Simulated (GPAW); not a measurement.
Cl:

```
Cl
1.0
     3.14500   -2.25000    0.00000
     3.14500    2.25000    0.00000
     0.00000    0.00000    8.21000
Cl
4
Direct
  0.37000 0.63000 0.40000
  0.13000 0.87000 0.90000
  0.63000 0.37000 0.60000
  0.87000 0.13000 0.10000
```

```yaml
Program: GPAW 26.7.0
Task: single point
Functional: PBE
Potentials_or_basis: GPAW PAW data sets (gpaw-data 1.2.1)
Cutoff: 600 eV
Basis: pw
k_mesh: 7 × 7 × 4
Occupations: fermi-dirac, width 0.05 eV
Spin: no spin polarisation
```

On this cell: pressure 0.7 GPa; largest force 0.137 eV/Å; band gap on the k mesh 2.49 eV, indirect (least direct gap 2.55 eV).

The same run follows on a disturbed copy (atoms moved at random, drawn with an rms of 0.05 Å):

```
Cl
1.0
     3.14500   -2.25000    0.00000
     3.14500    2.25000    0.00000
     0.00000    0.00000    8.21000
Cl
4
Direct
  0.38678 0.62888 0.40016
  0.12135 0.88168 0.90159
  0.62675 0.36759 0.60135
  0.86819 0.13529 0.09859
```

Question: What changes?

Answer: The energy moves by +4.3 meV/atom; pressure 1.6 GPa; largest force 0.804 eV/Å; band gap on the k mesh 2.62 eV, indirect (least direct gap 2.66 eV).

Forces on the atoms (eV/Å):
```
Cl  -0.024  0.154 -0.332
Cl  -0.007 -0.384 -0.702
Cl   0.023 -0.156  0.330
Cl   0.008  0.387  0.704
```

Stress tensor (GPa, compression positive):
```
1.09 0.01 0.01
0.01 1.36 0.57
0.01 0.57 2.26
```

Caveats: an odd mesh through Γ misses points on the zone boundary, where band edges often lie.
